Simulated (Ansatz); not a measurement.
# Ab initio dynamics of molten NaI (124 atoms), part 4 of 4

What local order and mobility does NaI (124 atoms) show in DFT dynamics?

Ansatz 0.2.0; Kohn-Sham DFT, PBE+D3(BJ), PAW (set soft_2, large core), plane waves.

The cell: 62 Na and 62 I. Sampling is at Γ alone, for a cell whose shortest periodic width is 18 Å. The levels lack spin–orbit coupling.

So far. Step 3 (Brought to 1040 K): Over the second half of 140 fs the temperature averages 1006 K with swings of 35 K r.m.s. From first frame to last Na has the largest mean square displacement, 0.69 Å² at the end; the farthest move is 1.74 Å. The run spans 0.14 ps, too short for its means to be equilibrium values. Step 4 (Liquid at 1040 K): Over the second half of 880 fs the temperature averages 961 K with swings of 58 K r.m.s. The conserved energy stays within 0.032 meV/atom, peak to peak.

## Step 7: Functional HSE06+D3(BJ) (small core)

HSE06 mixes in a quarter of exact exchange at short range, which counters self-interaction, at a higher cost. Besides, the parameters of the dispersion term change with the functional and the potentials change from large to small cores.

This step: Kohn-Sham DFT, HSE06+D3(BJ), PAW (set soft_2), plane waves (Ansatz 0.2.0).

input.yaml reads:

```yaml
crystal:
  lattice:
    - [18.0132, 0.0, 0.0]
    - [0.0, 18.0132, 0.0]
    - [0.0, 0.0, 18.0132]
  atoms:
    [... the 124 atom lines of step 6 ...]
kpoints:
  mp_grid: { grid: [1, 1, 1] }
hamiltonian:
  xc: hse06
  dispersion: d3bj
scf:
  occupations: { method: fermi_dirac, width: 0.09 }
output:
  forces: true
  stress: true
  populations: intrinsic
  dos:
    method: { smearing: { sigma: 0.1 } }
    de: 0.1
    projected: { site_lists: { I: [I], Na: [Na] } }
  eigenvalues: true
```

On the command line:

```
$ ansatz run input.yaml --threads 5 --pin off --max-ram 81920MiB --backend cuda --events-out ev --progress --plain --runs-dir out
```

What it wrote:

```text
[...]
Warning: output.stress: scf.exx.energy_threshold = 1e-6 eV is looser than the 1.6e-7 eV advised for a stress under a hybrid functional (1e-8 eV for each atom of the cell: 124, of which 16 are counted). Every SCF of the exchange loop can meet its threshold on dr2 while the loop round them stops early: [...]
[...]
GPU FFT provider: cuFFT
GPU libraries: cuBLAS 13.8.2, cuFFT 12.4.0, cuSOLVER 12.3.4
Crystal: 124 atoms, lattice volume = 5844.840 Å³
Basis set: ecut = 420 eV, 114425 PW (Γ), exchange–correlation on 250×250×250 points (8 copies of the dense FFT grid, shifted against one another)
Bands: 968, of which v1, the nominal top of the filled ones, is band 806 counted from 1 (805 counted from 0)
Symmetry: 1 space group operations
[...]
k-points: 1
[...]
GPU buffer pool allocated for 1953125 grid points (all kernels)
[...]
SCF iter   1: F=—  HF=-558118.419814 eV  |F-HF|=—  |Δ(HF+E_count)|=         —  Δρ=8.84e-4  dr2=2.77e-1  ethr=1.77e-3  ⟨swp⟩=15.0  Hψ=5508  notcnv=0  reapply=1
[...]
SCF iter   4: F=—  HF=-558118.417136 eV  |F-HF|=—  |Δ(HF+E_count)|=   2.46e-3  Δρ=1.02e-4  dr2=1.19e-3  ethr=4.08e-7  ⟨swp⟩=3.0  Hψ=2002  notcnv=0
SCF iter   5: F=-558118.417874 eV  HF=-558118.417785 eV  |F-HF|=8.96e-5  |Δ(HF+E_count)|=   6.49e-4  Δρ=3.46e-5  dr2=8.65e-5  ethr=7.38e-8  ⟨swp⟩=4.0  Hψ=2021  notcnv=0
SCF 1 stopped early in 5 iterations: F = -558118.417874 eV  dr2 = 8.65e-5
[...]
GPU FFT provider: cuFFT
GPU libraries: cuBLAS 13.8.2, cuFFT 12.4.0, cuSOLVER 12.3.4
[...]
GPU buffer pool allocated for 1953125 grid points (all kernels)
[...]
Exchange kernel: α = 0.2500, screened, ω = 0.2079 Å⁻¹, Wigner–Seitz truncation, v(0) = 1042.3958 eV·Å³, q-mesh 1×1×1, nearest image of the exchange supercell L = 18.01 Å, pair-density grid 80×80×80, without the augmentation charges, whose exchange is taken in its separable form (sized by the pseudopotential files, 125×125×125 at the most)
Frozen-core exchange: fock
SCF iter   1: F=—  HF=-558427.084238 eV  |F-HF|=—  |Δ(HF+E_count)|=         —  Δρ=3.14e-3  dr2=4.40e-1  ethr=5.37e-8  ⟨swp⟩=20.0  Hψ=6453  notcnv=4  reapply=1
[...]
SCF iter   6: F=—  HF=-558427.041134 eV  |F-HF|=—  |Δ(HF+E_count)|=   1.66e-4  Δρ=1.90e-5  dr2=1.08e-4  ethr=5.08e-8  ⟨swp⟩=4.0  Hψ=2272  notcnv=0
SCF iter   7: F=-558427.041104 eV  HF=-558427.041107 eV  |F-HF|=2.69e-6  |Δ(HF+E_count)|=   2.69e-5  Δρ=4.28e-6  dr2=1.72e-5  ethr=5.83e-9  ⟨swp⟩=7.0  Hψ=2359  notcnv=0
SCF 2 stopped early in 7 iterations: F = -558427.041104 eV  dr2 = 1.72e-5
  Residual-converged pass: ⟨swp⟩=4.0  Hψ=2698  notcnv=0  max |occ|·‖R‖ = 6.0e-6 eV (tolerance 6.7e-6 eV)  dr2=1.72e-5  dr2_onsite=3.53e-7  max |Δocc| = 4.7e-14
[...]
hybrid outer 1: dexx = +1.748e-1 eV
GPU FFT provider: cuFFT
GPU libraries: cuBLAS 13.8.2, cuFFT 12.4.0, cuSOLVER 12.3.4
GPU buffer pool allocated for 1953125 grid points (all kernels)
[...]
Frozen-core exchange: fock
[...]
SCF iter   1: F=—  HF=-558427.034923 eV  |F-HF|=—  |Δ(HF+E_count)|=         —  Δρ=3.10e-5  dr2=3.98e-5  ethr=1.55e-10  ⟨swp⟩=20.0  Hψ=6892  notcnv=12  reapply=1
eigensolver tolerance schedule calibrated: the retry pair's looser diagonalisation under-reported the residual by θ = 0.94 (0.11/decade); ethr = c·dr2/N_el runs at the constant in force after the calibration composes with the one it found (an armed cap, an earlier calibration), c = 8.8e-2
[...]
SCF iter   2: F=—  HF=-558427.034900 eV  |F-HF|=—  |Δ(HF+E_count)|=   2.31e-5  Δρ=6.76e-6  dr2=9.86e-7  ethr=1.55e-10  ⟨swp⟩=4.0  Hψ=2745  notcnv=0
[...]
SCF iter   4: F=-558427.034900 eV  HF=-558427.034900 eV  |F-HF|=9.31e-10  |Δ(HF+E_count)|=   5.24e-9  Δρ=5.81e-7  dr2=7.14e-9  ethr=1.26e-11 (applied; sched 5.56e-12)  ⟨swp⟩=3.0  Hψ=1824  notcnv=0
SCF 3 converged in 4 iterations: F = -558427.034900 eV  dr2 = 7.14e-9
[...]
hybrid outer 2: dexx = +4.959e-6 eV, tail = 4.97e-6 eV
GPU FFT provider: cuFFT
GPU libraries: cuBLAS 13.8.2, cuFFT 12.4.0, cuSOLVER 12.3.4
GPU buffer pool allocated for 1953125 grid points (all kernels)
[...]
Frozen-core exchange: fock
[...]
SCF iter   2: F=-558427.034905 eV  HF=-558427.034905 eV  |F-HF|=1.86e-9  |Δ(HF+E_count)|=   2.23e-7  Δρ=2.44e-7  dr2=2.40e-9  ethr=1.21e-11 (applied; sched 3.04e-12)  ⟨swp⟩=4.0  Hψ=2223  notcnv=0
SCF 4 converged in 2 iterations: F = -558427.034905 eV  dr2 = 2.40e-9
[...]
hybrid outer 3: dexx = +1.601e-8 eV, tail = 1.42e-8 eV, Δε = 2.16e-4 eV (about 3.22e-5 eV left of the loop's levels), ΔF = 1.82e-3 eV/Å (tail 7.26e-3)
GPU FFT provider: cuFFT
GPU libraries: cuBLAS 13.8.2, cuFFT 12.4.0, cuSOLVER 12.3.4
GPU buffer pool allocated for 1953125 grid points (all kernels)
[...]
Frozen-core exchange: fock
SCF iter   1: F=—  HF=-558427.034905 eV  |F-HF|=—  |Δ(HF+E_count)|=         —  Δρ=3.29e-7  dr2=4.89e-9  ethr=1.49e-11 (applied; sched 1.00e-12)  ⟨swp⟩=20.0  Hψ=4077  notcnv=17  reapply=1
[...]
SCF iter   4: F=-558427.034905 eV  HF=-558427.034905 eV  |F-HF|=2.33e-10  |Δ(HF+E_count)|=    0.00e0  Δρ=1.23e-8  dr2=1.62e-11  ethr=2.21e-11 (applied; sched 1.00e-12)  ⟨swp⟩=2.0  Hψ=1778  notcnv=0
SCF 5 converged in 4 iterations: F = -558427.034905 eV  dr2 = 1.62e-11
[...]
hybrid SCF converged: 4 outer / 17 inner (+5 warm-up), last move |dexx| = 2.87e-10 eV, tail = 3.42e-11 eV
Stability not checked: this state was not tested for a lower state beside it, because the functional holds exact exchange (a hybrid, or Hartree-Fock), whose exchange loop this test does not read (fock_operator; see scf.lower_state_search)
Free energy (F): -558427.034905 eV
Frozen-core exchange: fock
[...]
Internal energy: -558427.034904 eV  (E = F + TS)
E sigma→0 (E₀):  -558427.034905 eV
Entropy (-TS):   -0.000001 eV (-0.000 meV/atom)
Fermi energy:    2.405450 eV
[...]
Σ components = -558427.034905   (vs F -558427.034905, Δ=0.00e0)
--- Forces (eV/Å), atoms counted from 1 ---
  atom   1  Na     0.17202020    -0.26173040    -0.08953681
  atom   2  Na    -0.26552554    -0.70073578     0.16677117
  atom   3  Na     0.32300939     0.20559506     0.22329037
  atom   4  Na    -0.11616393    -0.15980234     0.02887846
[...]
atom 124  I     -0.73960228    -0.15309738     0.02465588
  max |Σ_I F_I| component: 1.33e-4 eV/Å
--- Stress (GPa, compression-positive) ---
       -0.991129      -0.098491      -0.121521
       -0.098491      -0.582439      -0.106060
       -0.121521      -0.106060      -0.519901
  P = ⅓ Tr σ = -0.6978 GPa (-6.978 kbar)
--- Band table (eV) ---
[...]
1 more dense eigensolve ran on the CPU for want of GPU memory (2 so far).
--- intrinsic populations: 124 sites ---
  site symbol       q [e]
     0     Na      8.3350
     1     Na      8.3091
     2     Na      8.2660
[...]
123      I     17.6864
  spilling = 0.000000 (of n_electrons = 1612.000000)
```

Wall time 7.3 min (1 × NVIDIA H100 80GB HBM3 with 5 threads of AMD EPYC 7R13 (Zen 3), shared host); peak memory 23 GiB; 28 min of CPU time.

That memory is the host's; the program planned up to 21 GiB on the GPU.

The program notes that the exchange threshold is loose for the stress. Further notices: dense eigh gpu declined; exchange renewal gpu declined.

Geometry and reference: those of the single point at the last frame.

Keys that differ from the reference: hamiltonian.pseudopotentials.core removed, hamiltonian.pseudopotentials.kind removed and hamiltonian.xc = "hse06".

Forces differ from those of the single point at the last frame by 19 meV/Å r.m.s., 4.7 % of their size; the pressure by -0.36 GPa and the gap by +0.89 eV. It took 7.3 min and 22 cycles; the reference's time can't be set against it, since the two runs asked for unlike analyses.

Read from the output:

* free energy: -558427.0349 eV
* free energy per atom: -4503.4438 eV/atom
* SCF cycles: 22
* pressure: -0.6978 GPa
* r.m.s. force component: 0.4101 eV/Å
* longest force: 2.551 eV/Å
* Fermi energy: 2.405 eV
* gap (highest filled to lowest empty level): 2.943 eV

Length of the force by element and coordination:

```csv
element,coordination,atoms,mean length of the force (eV/Å),spread,least,most
I,all,62,0.618,0.426,0.138,2.55
I,3,10,0.420,0.365,0.138,1.39
I,4,25,0.697,0.386,0.140,1.80
I,5,21,0.606,0.502,0.179,2.55
I,6,6,0.660,0.235,0.42,1.12
Na,all,62,0.530,0.406,0.0973,2.39
Na,2,1,1.96,0,1.96,1.96
Na,3,6,0.316,0.142,0.157,0.564
Na,4,27,0.433,0.260,0.0973,1.04
Na,5,25,0.627,0.454,0.121,2.39
Na,6,3,0.542,0.323,0.214,0.980
```

Intrinsic-atomic-orbital charges by element and coordination:

```csv
element,coordination,atoms,mean charge (e),spread,least,most
I,all,62,-0.692,0.0236,-0.755,-0.654
I,3,10,-0.720,0.0148,-0.737,-0.69
I,4,25,-0.695,0.0219,-0.755,-0.657
I,5,21,-0.679,0.0188,-0.714,-0.654
I,6,6,-0.683,0.0113,-0.695,-0.660
Na,all,62,0.692,0.0238,0.638,0.752
Na,2,1,0.746,0,0.746,0.746
Na,3,6,0.707,0.0211,0.685,0.734
Na,4,27,0.695,0.0225,0.657,0.752
Na,5,25,0.687,0.0211,0.638,0.729
Na,6,3,0.670,0.0192,0.654,0.697
```

States in the cell by windows of 1 eV, zero at the Fermi level; the larger projections on atomic orbitals stand beside the total:

```csv
from (eV),to (eV),total,I p,Na s
-10,-6,0.0,0.0,0.0
-6,-5,0.6,0.5,0.1
-5,-4,64.3,57.7,5.9
-4,-3,147.4,140.2,5.7
-3,-2,138.1,134.8,2.1
-2,-1,21.6,21.1,0.2
-1,1,0.0,0.0,0.0
1,2,2.8,0.2,2.1
2,3,29.2,2.9,20.2
3,4,81.3,5.3,40.0
4,5,97.0,3.2,20.1
```

Between -26 and -10 eV lie 124 more states.

The stored curve holds about 496 of the 1612 electrons; the rest, give or take the few that broadening carries across the Fermi level, lie in deeper levels below its range.

The levels nearest the highest filled one (over half full), pooled over k-points and spins:

```csv
level less the highest filled one (eV),occupation
-0.276,2
-0.230,2
-0.163,2
-0.0413,2
-0.0113,2
0,2
2.94,0
3.53,0
3.59,0
3.69,0
3.80,0
3.85,0
```

## Step 8: Results

| Property | Result |
| --- | --- |
| mean temperature, second half (liquid at 1040 K) | 961.1 K |
| temperature swing, second half (liquid at 1040 K) | 58.48 K |
| mean pressure, second half (liquid at 1040 K) | -0.0537 GPa |
| slope of the conserved energy against time, by least squares (liquid at 1040 K) | -0.0055 meV/atom/ps |
| free energy per atom | -3328.2855 eV/atom |
| pressure | -0.335 GPa |
| r.m.s. force component | 0.411 eV/Å |
| gap (highest filled to lowest empty level) | 2.051 eV |
| wall time of the 5 DFT runs | 21 min |

What this shows: Liquid at 1040 K: by the end of the lags followed (0.44 ps), the least mobile element has a mean square displacement of 1.8 Å², too little over such short lags to show that the memory of the start is lost. Liquid at 1040 K: the potential energy still drifts by -12 meV/atom between the last two quarters, so the cell isn't at equilibrium and its averages are those of a relaxing fluid. Liquid at 1040 K: the slope of the later half of the mean square displacement gives diffusion coefficients of about 1.0e-4 cm²/s (Na); over so short a run these are rough. Filled and empty levels are parted by 2.05 eV (at Γ alone); a semilocal functional tends to put such gaps too low. In a disordered cell it changes from sample to sample and from frame to frame. HSE06 at the same geometry puts the gap at 2.94 eV, a change of +0.89 eV.

What to keep in mind: The pressure of a single frame lacks the kinetic term, about 0.28 GPa here.

[Logs are printed without paths, hosts, clocks, repeated set-up lines and the standing remarks that a program may print on its own settings, such as how far it seeks lower states.]

[Hosts, paths, dates, database ids (printed as entryN), source tags and the programs' standing remarks are cut or masked in the printed files.]
